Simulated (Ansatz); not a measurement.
# ZnSe (Stilleite) (F-43m) in Ansatz: a series of runs

The runs below take ZnSe (Stilleite) through relaxation of cell and atoms, single point, with PBEsol+D3(BJ), PBE.

Everything below comes from runs of Ansatz 0.2.0. Logs are shortened: lines on timing, memory, paths and dates and some standing lists are left out, and cuts for length are marked.

**What was measured.**

From “Alloy Disordering Effects on the Thermal Conductivity and Energy Gap Temperature Dependence of Cd1−xZnxSe Ternary Crystals Grown by the Bridgman Method”, 2023, pmc:10253836, for a bulk crystal of ZnSe at 300 K: band gap 2.695 ± 0.003 eV (an exciton energy, a little under the gap).

How close the calculation comes is told below.

### 1 Starting point

Symmetry: F-43m, No. 216, cubic system. Conventional cell: a = 5.668 Å, b = 5.668 Å, c = 5.668 Å, α = 90.00°, β = 90.00°, γ = 90.00°. Se (site symmetry -43m) has 4 Zn at 2.45 Å as nearest neighbours. Zn (site symmetry -43m) has 4 Se at 2.45 Å as nearest neighbours.

### 2 Relaxation of cell and atoms, PBEsol+D3(BJ)

input.yaml reads:

```yaml
crystal:
  lattice:
    - [0.0, 2.8338, 2.8338]
    - [2.8338, 0.0, 2.8338]
    - [2.8338, 2.8338, 0.0]
  atoms:
    - { symbol: Se, position: [0.75, 0.75, 0.75] }
    - { symbol: Zn, position: [0.0, 0.0, 0.0] }
kpoints:
  mp_grid: { grid: [8, 8, 8] }
scf:
  occupations: { method: fermi_dirac, width: 0.05 }
hamiltonian:
  xc: pbesol
  dispersion: d3bj
  pseudopotentials: { kind: all_electron, lapw: { basis_error: 0.001 } }
output:
  forces: true
  stress: true
relax:
  f_tol: 0.01
  max_steps: 60
  cell: {}
```

Potentials or basis: all-electron LAPW, scalar-relativistic.

The run is started by

```sh
> ansatz run input.yaml --threads 1 --pin off --max-ram 3072MiB --backend cpu --events-out ev --progress --plain --runs-dir out
```

Standard output:

```text
Warning: RAYON_NUM_THREADS=1 ignored (pool sized by the plan → 1); use --threads N
The last accepted step is kept in <dir> (removed where the run ends without a failure and the disk answers)
LAPW: plane waves up to 9.389 Å⁻¹, error target 1.0e-3 eV per atom; small_component_spin mean_spin; Zn in spheres of 1.207 Å, 20 of its electrons in bands, Dirac shells []; Se in spheres of 1.173 Å, 24 of its electrons in bands, Dirac shells [] (how accurate: hamiltonian.pseudopotentials.lapw.basis_error, Limitations)
Engine: ansatz 0.2.0, x86_64-unknown-linux-gnu
Pseudopotentials: kind: all_electron
Pseudopotential: Se, LAPW, valence charge 24, lapw/all_electron/scalar/gaussian/Se, Koelling and Harmon's equation, gaussian nucleus
Pseudopotential: Zn, LAPW, valence charge 20, lapw/all_electron/scalar/gaussian/Zn, Koelling and Harmon's equation, gaussian nucleus
Functional definition: PBEsol
  exchange = pbesol_x
  correlation = pbesol_c
Crystal: 2 atoms, lattice volume = 45.513 Å³
Basis set: ecut = 335.83309272898487 eV, 609 PW (Γ), exchange–correlation at level 2
Bands: 27, of which v1, the nominal top of the filled ones, is band 22 counted from 1 (21 counted from 0)
Symmetry: 24 space group operations
Space group: F-43m (ITA 216), of the structure as read, at distance tolerance 3.6e-5 Å
k-points: 29 of 512 (time reversal used)
Non-local potential: Se, projectors of the file, none
Non-local potential: Zn, projectors of the file, none
Initial density: superposition of atomic densities (chi_scale 0.1, normalization cell, long waves kept (reshape's long-wave potential 0.00 eV rms))
Initial wavefunctions: plane waves of lowest kinetic energy (no species holds an atomic orbital)
Functional: x = pbesol(κ = 0.804, μ = 0.12345679012345678), c = pbesol(β = 0.046)
iter 1 solved again at ethr=1.52e-3 eV; its pass at ethr=1.00e-1 eV (dr2=6.70e-1 eV) is discarded
SCF iter   1: F=—  HF=-114917.924117 eV  |F-HF|=—  |Δ(HF+E_count)|=         —  Δρ=3.02e-2  dr2=6.71e-1  ethr=1.52e-3  ⟨swp⟩=2.0  Hψ=4872  notcnv=0
preconditioner: auto → none  [insulator: Δε(μ)=1.432 eV  Ē_g=12.102 eV  σ=0.050 eV  W_gap=1.00  n_scr=14 (ndim 8)  ℏωp=23.4 eV  f_vac=0.193  D(μ)=0.00/eV (n_scr^D=0)  ε∞_Penn≈4.7]
iter 2 solved again at ethr=7.25e-5 eV; its pass at ethr=1.52e-3 eV (dr2=3.19e-2 eV) is discarded
SCF iter   2: F=—  HF=-114917.718964 eV  |F-HF|=—  |Δ(HF+E_count)|=   2.05e-1  Δρ=9.58e-3  dr2=3.19e-2  ethr=7.25e-5  ⟨swp⟩=2.0  Hψ=4003  notcnv=0
SCF iter   3: F=—  HF=-114917.639496 eV  |F-HF|=—  |Δ(HF+E_count)|=   7.95e-2  Δρ=6.55e-3  dr2=1.53e-2  ethr=7.25e-5  ⟨swp⟩=3.0  Hψ=2489  notcnv=0
SCF iter   4: F=—  HF=-114917.632004 eV  |F-HF|=—  |Δ(HF+E_count)|=         —  Δρ=2.80e-3  dr2=2.81e-3  ethr=3.49e-5  ⟨swp⟩=2.0  Hψ=2146  notcnv=0
the basis was enlarged: its passes take 30.5 KiB over the memory plan, 1 of 1 planned eigensolver slots
SCF iter   5: F=—  HF=-114917.631704 eV  |F-HF|=—  |Δ(HF+E_count)|=   2.99e-4  Δρ=4.94e-4  dr2=6.46e-5  ethr=6.39e-6  ⟨swp⟩=2.0  Hψ=2146  notcnv=0
SCF iter   6: F=—  HF=-114917.631695 eV  |F-HF|=—  |Δ(HF+E_count)|=   9.07e-6  Δρ=6.97e-5  dr2=1.43e-6  ethr=1.47e-7  ⟨swp⟩=2.0  Hψ=2147  notcnv=0
SCF iter   7: F=-114917.631697 eV  HF=-114917.631697 eV  |F-HF|=2.49e-9  |Δ(HF+E_count)|=   1.98e-6  Δρ=8.36e-6  dr2=2.53e-8  ethr=3.25e-9  ⟨swp⟩=3.0  Hψ=2237  notcnv=0
SCF 1 converged in 7 iterations: F = -114917.631697 eV  dr2 = 2.53e-8
relax step   1: F+E_penalty+E_count = -114917.63169729 eV  Δ(F+E_penalty+E_count) = +0.000e0 eV  max|allowed force component| = 7.633e-17 eV/Å  Δτ_max = 0.0000 Å  P = -3.084 GPa  Ω = 45.513 Å³  (7 SCF iters, accepted)
Crystal: 2 atoms, lattice volume = 43.847 Å³
Basis set: ecut = 344.28850144556577 eV, 609 PW (Γ), exchange–correlation at level 2
Initial density: handed on by an earlier stage of this run
Initial wavefunctions: those handed on with the density
iter 1 solved again at ethr=7.05e-7 eV; its pass at ethr=1.00e-1 eV (dr2=3.10e-4 eV) is discarded
SCF iter   1: F=—  HF=-114917.652365 eV  |F-HF|=—  |Δ(HF+E_count)|=         —  Δρ=5.78e-4  dr2=3.06e-4  ethr=7.05e-7  ⟨swp⟩=3.7  Hψ=4170  notcnv=0
preconditioner: auto → none  [insulator: Δε(μ)=1.311 eV  Ē_g=12.865 eV  σ=0.050 eV  W_gap=1.00  n_scr=14 (ndim 8)  ℏωp=23.8 eV  f_vac=0.219  D(μ)=0.00/eV (n_scr^D=0)  ε∞_Penn≈4.4]
SCF iter   2: F=—  HF=-114917.652295 eV  |F-HF|=—  |Δ(HF+E_count)|=   7.01e-5  Δρ=2.38e-4  dr2=5.19e-5  ethr=6.95e-7  ⟨swp⟩=2.0  Hψ=2146  notcnv=0
iter 3 solved again at ethr=3.77e-9 eV; its pass at ethr=1.18e-7 eV (dr2=1.66e-6 eV) is discarded
SCF iter   3: F=—  HF=-114917.652304 eV  |F-HF|=—  |Δ(HF+E_count)|=   9.42e-6  Δρ=6.55e-5  dr2=1.66e-6  ethr=3.77e-9  ⟨swp⟩=2.0  Hψ=3743  notcnv=0
SCF iter   4: F=—  HF=-114917.652294 eV  |F-HF|=—  |Δ(HF+E_count)|=   1.05e-5  Δρ=3.70e-5  dr2=7.70e-7  ethr=3.77e-9  ⟨swp⟩=3.0  Hψ=2378  notcnv=0
SCF iter   5: F=-114917.652294 eV  HF=-114917.652294 eV  |F-HF|=6.26e-8  |Δ(HF+E_count)|=   1.96e-7  Δρ=1.36e-5  dr2=6.30e-8  ethr=1.75e-9  ⟨swp⟩=2.7  Hψ=2172  notcnv=0
SCF 2 converged in 5 iterations: F = -114917.652294 eV  dr2 = 6.30e-8
relax step   2: F+E_penalty+E_count = -114917.65229402 eV  Δ(F+E_penalty+E_count) = -2.060e-2 eV  max|allowed force component| = 5.667e-17 eV/Å  Δτ_max = 0.0000 Å  P = -0.796 GPa  Ω = 43.847 Å³  (5 SCF iters, accepted)
Crystal: 2 atoms, lattice volume = 43.296 Å³
Basis set: ecut = 347.20343701948866 eV, 609 PW (Γ), exchange–correlation at level 2
iter 1 solved again at ethr=7.39e-8 eV; its pass at ethr=1.00e-1 eV (dr2=3.25e-5 eV) is discarded
SCF iter   1: F=—  HF=-114917.653558 eV  |F-HF|=—  |Δ(HF+E_count)|=         —  Δρ=1.93e-4  dr2=3.29e-5  ethr=7.39e-8  ⟨swp⟩=4.0  Hψ=4184  notcnv=0
preconditioner: auto → none  [insulator: Δε(μ)=1.367 eV  Ē_g=12.935 eV  σ=0.050 eV  W_gap=1.00  n_scr=14 (ndim 8)  ℏωp=23.9 eV  f_vac=0.216  D(μ)=0.00/eV (n_scr^D=0)  ε∞_Penn≈4.4]
SCF iter   2: F=—  HF=-114917.653552 eV  |F-HF|=—  |Δ(HF+E_count)|=   5.45e-6  Δρ=8.70e-5  dr2=6.67e-6  ethr=7.39e-8  ⟨swp⟩=2.0  Hψ=2146  notcnv=0
iter 3 solved again at ethr=8.65e-10 eV; its pass at ethr=1.52e-8 eV (dr2=3.81e-7 eV) is discarded
SCF iter   3: F=—  HF=-114917.653554 eV  |F-HF|=—  |Δ(HF+E_count)|=   1.54e-6  Δρ=2.89e-5  dr2=3.81e-7  ethr=8.65e-10  ⟨swp⟩=2.0  Hψ=3743  notcnv=0
SCF iter   4: F=—  HF=-114917.653552 eV  |F-HF|=—  |Δ(HF+E_count)|=   1.37e-6  Δρ=1.30e-5  dr2=8.25e-8  ethr=8.65e-10  ⟨swp⟩=3.0  Hψ=2377  notcnv=0
SCF iter   5: F=-114917.653552 eV  HF=-114917.653552 eV  |F-HF|=6.07e-9  |Δ(HF+E_count)|=   5.88e-8  Δρ=4.37e-6  dr2=6.28e-9  ethr=1.87e-10  ⟨swp⟩=2.9  Hψ=2192  notcnv=0
SCF 3 converged in 5 iterations: F = -114917.653552 eV  dr2 = 6.28e-9
relax step   3: F+E_penalty+E_count = -114917.65355246 eV  Δ(F+E_penalty+E_count) = -1.258e-3 eV  max|allowed force component| = 2.429e-17 eV/Å  Δτ_max = 0.0000 Å  P = +0.074 GPa  Ω = 43.296 Å³  (5 SCF iters, accepted)
Crystal: 2 atoms, lattice volume = 43.341 Å³
Basis set: ecut = 346.9632093502979 eV, 609 PW (Γ), exchange–correlation at level 2
iter 1 solved again at ethr=7.50e-10 eV; its pass at ethr=1.00e-1 eV (dr2=3.30e-7 eV) is discarded
SCF iter   1: F=—  HF=-114917.653563 eV  |F-HF|=—  |Δ(HF+E_count)|=         —  Δρ=1.54e-5  dr2=2.05e-7  ethr=7.50e-10  ⟨swp⟩=4.5  Hψ=4170  notcnv=0
preconditioner: auto → none  [insulator: Δε(μ)=1.365 eV  Ē_g=12.929 eV  σ=0.050 eV  W_gap=1.00  n_scr=14 (ndim 8)  ℏωp=23.9 eV  f_vac=0.218  D(μ)=0.00/eV (n_scr^D=0)  ε∞_Penn≈4.4]
SCF iter   2: F=-114917.653563 eV  HF=-114917.653563 eV  |F-HF|=2.71e-8  |Δ(HF+E_count)|=   5.06e-8  Δρ=6.18e-6  dr2=3.44e-8  ethr=4.65e-10  ⟨swp⟩=2.0  Hψ=2146  notcnv=0
SCF 4 converged in 2 iterations: F = -114917.653563 eV  dr2 = 3.44e-8
relax step   4: F+E_penalty+E_count = -114917.65356299 eV  Δ(F+E_penalty+E_count) = -1.052e-5 eV  max|allowed force component| = 1.619e-17 eV/Å  Δτ_max = 0.0000 Å  P = +0.001 GPa  Ω = 43.341 Å³  (2 SCF iters, accepted)
iter 1 solved again at ethr=7.81e-11 eV; its pass at ethr=1.00e-1 eV (dr2=3.44e-8 eV) is discarded
SCF iter   1: F=—  HF=-114917.653564 eV  |F-HF|=—  |Δ(HF+E_count)|=         —  Δρ=6.18e-6  dr2=3.43e-8  ethr=7.81e-11  ⟨swp⟩=3.0  Hψ=3563  notcnv=0
iter 2 solved again at ethr=6.97e-12 eV; its pass at ethr=7.80e-11 eV (dr2=3.07e-9 eV) is discarded
SCF iter   2: F=-114917.653564 eV  HF=-114917.653564 eV  |F-HF|=1.36e-8  |Δ(HF+E_count)|=   3.01e-9  Δρ=2.00e-6  dr2=3.06e-9  ethr=6.97e-12  ⟨swp⟩=2.0  Hψ=3771  notcnv=0
SCF 5 converged in 2 iterations: F = -114917.653564 eV  dr2 = 3.06e-9
relax step   5: F+E_penalty+E_count = -114917.65356383 eV  Δ(F+E_penalty+E_count) = -8.488e-7 eV  max|allowed force component| = 2.660e-17 eV/Å  Δτ_max = 0.0000 Å  P = +0.001 GPa  Ω = 43.341 Å³  stress off target by 1.21e-3 GPa  SCF on the basis re-selected at this cell (its energy is not comparable with the rows above)  (2 SCF iters)
basis re-selected at this cell: Δ(F+E_penalty+E_count) = -8.488e-7 eV, ΔP = +0.000 GPa vs the last step (what re-selecting the basis moved, after the strain that the cell walked since its last selection, with what the two solves' SCF thresholds leave and, on support functions, any second-order correction that the steps lacked; it is no measure of the basis error at this ecutwfc). This SCF's stress stands 1.21e-3 GPa from its target on what of the cell is left free (relax.cell.stress_tol is 5.00e-2 GPa) and its largest allowed force component is 2.66e-17 eV/Å (relax.f_tol is 1.00e-2 eV/Å): within both
SCF converged after 2 iterations
Free energy (F): -114917.653564 eV
Harris-Foulkes:  -114917.653564 eV  (|F-HF|=1.36e-8)
Internal energy: -114917.653564 eV  (E = F + TS)
E sigma→0 (E₀):  -114917.653564 eV
Entropy (-TS):   -0.000000 eV (-0.000 meV/atom)
Fermi energy:    9.382371 eV
--- Per-component energies (eV) ---
  E_band       = -2214.098719
  E_kinetic    = 117371.631071
  E_xc         = -4262.414922
  E_electrostatic = -228026.272732  (all electrons and nuclei)
  E_disp       = -0.596980  (pairwise vdW)
  E_smearing   = -0.000000  (= −TS)
  E_closure    = 0.000000  (closes the sum)
  E_atoms      = -114910.299036  (free atoms, spherical and without spin; not in F)
  Σ components = -114917.653564   (vs F -114917.653564, Δ=0.00e0)
  Basis errors (estimates in eV, not in F): energy 4.6e-4 per atom: plane waves 4.3e-4 (2.5e-4 summed), levels above the bands 6.7e-67, relativity 1.2e-8, radial functions 3.0e-5, core shells 2.4e-10; eigenvalues (radial functions only) 6.3e-7; not estimated: angular momenta, meshes, grids; target (lapw.basis_error) 1.0e-3; muffin-tin radii Zn 1.188 Å, Se 1.154 Å
--- Forces (eV/Å), atoms counted from 1 ---
  atom   1  Se     0.00000000     0.00000000     0.00000000
  atom   2  Zn    -0.00000000    -0.00000000    -0.00000000
  max |Σ_I F_I| component: 2.31e-18 eV/Å
--- Stress (GPa, compression-positive) ---
        0.001209      -0.000000      -0.000000
       -0.000000       0.001209       0.000000
       -0.000000       0.000000       0.001209
  P = ⅓ Tr σ = 0.0012 GPa (0.012 kbar)
--- Relaxed structure (4 steps of the walk, 4 accepted, 1 SCFs on fresh bases) ---
  F+E_penalty+E_count = -114917.65356383 eV   max|allowed force component| = 2.660e-17 eV/Å   (the final SCF, on the basis selected at the relaxed cell)
  cell:  # Å, volume = 43.3409 Å³
    - [-7.353313030316263e-35, 2.787977260904645, 2.787977260904645]
    - [2.787977260904645, 7.386852866421699e-34, 2.787977260904645]
    - [2.787977260904645, 2.787977260904645, 7.163930359260031e-34]
  atoms:
    - { symbol: Se, position: [0.7500000000000001, 0.7500000000000001, 0.7500000000000001] }
    - { symbol: Zn, position: [1.536242552447355e-34, -3.0654056461276715e-34, -5.592772425960415e-35] }
```

Run time: 64 s. Hardware: 1 thread of Intel Xeon at 2.50GHz (Skylake/Cascade Lake), shared host; peak memory 0.33 GiB.

What came out:

* Free energy: -114917.6536 eV
* Relaxed volume: 21.67 Å³/atom
* Relaxed cell: a = 3.943 Å, b = 3.943 Å, c = 3.943 Å, α = 60.00°, β = 60.00°, γ = 60.00°
* Space group after relaxing (to 0.05 Å): F-43m (No. 216)
* Energy gained by relaxing: 10.9 meV/atom
* Ionic steps: 5
* Pressure after relaxing: 0.0 GPa
* Band gap on the k mesh: 1.37 eV

The path:
```
step  energy change (eV)  largest force (eV/Å)  volume (Å³)
   1              0.0000                0.0000        45.51
   2             -0.0206                0.0000        43.85
   3             -0.0219                0.0000        43.30
   4             -0.0219                0.0000        43.34
   5             -0.0219                0.0000        43.34
```

Final structure:
```
Se Zn
1.0
     0.00000    2.78798    2.78798
     2.78798    0.00000    2.78798
     2.78798    2.78798    0.00000
Se Zn
1 1
Direct
  0.75000 0.75000 0.75000
  0.00000 0.00000 0.00000
```

### 3 Single point, PBE

Changes to input.yaml since step 2:

```diff
@@ -11,6 +11,5 @@
 scf:
-  occupations: { method: fermi_dirac, width: 0.05 }
+  occupations: { method: gaussian, width: 0.016 }
 hamiltonian:
-  xc: pbesol
-  dispersion: d3bj
+  xc: pbe
   pseudopotentials: { kind: all_electron, lapw: { basis_error: 0.001 } }
@@ -19,5 +18,2 @@
   stress: true
-relax:
-  f_tol: 0.01
-  max_steps: 60
-  cell: {}
+  eigenvalues: true
```

Potentials or basis: all-electron LAPW, scalar-relativistic.

The run is started by

```sh
> ansatz run input.yaml --threads 1 --pin off --max-ram 3072MiB --backend cpu --events-out ev --progress --plain --runs-dir out
```

Wall time 20 s (1 thread of Intel Xeon at 2.50GHz (Skylake/Cascade Lake), shared host); peak memory 0.32 GiB.

The run converged. Its results:

```yaml
Free_energy: -115000.1030 eV
Pressure: 2.1 GPa
Band_gap_on_the_k_mesh: 1.29 eV, direct
```

Levels at points of the mesh, in eV from the valence-band top:
```csv
k point,band 20,band 21,band 22,band 23,band 24,band 25
"(0.00, 0.00, 0.00)",0.00,0.00,0.00,1.29,5.81,5.81
"(0.00, 0.00, -0.50)",-5.22,-0.87,-0.87,2.55,6.39,6.39
"(0.00, -0.50, -0.50)",-4.75,-2.18,-2.18,2.99,3.47,10.73
```

### 4 Comparison with measurements

Step 3. Against the measured gap of ZnSe, 2.695 eV (an exciton energy, a little under the gap; 300 K; “Alloy Disordering Effects on the Thermal Conductivity and Energy Gap Temperature Dependence of Cd1−xZnxSe Ternary Crystals Grown by the Bridgman Method”, 2023, pmc:10253836), the calculated 1.29 eV is off by -1.40 eV. So large a miss can be the level of theory's own, or it may mean another phase, state or a wrong row. Spin-orbit coupling on Se is left out. The value is that of PBE, without temperature or zero-point motion. Semilocal functionals fall short of measured gaps as a rule.
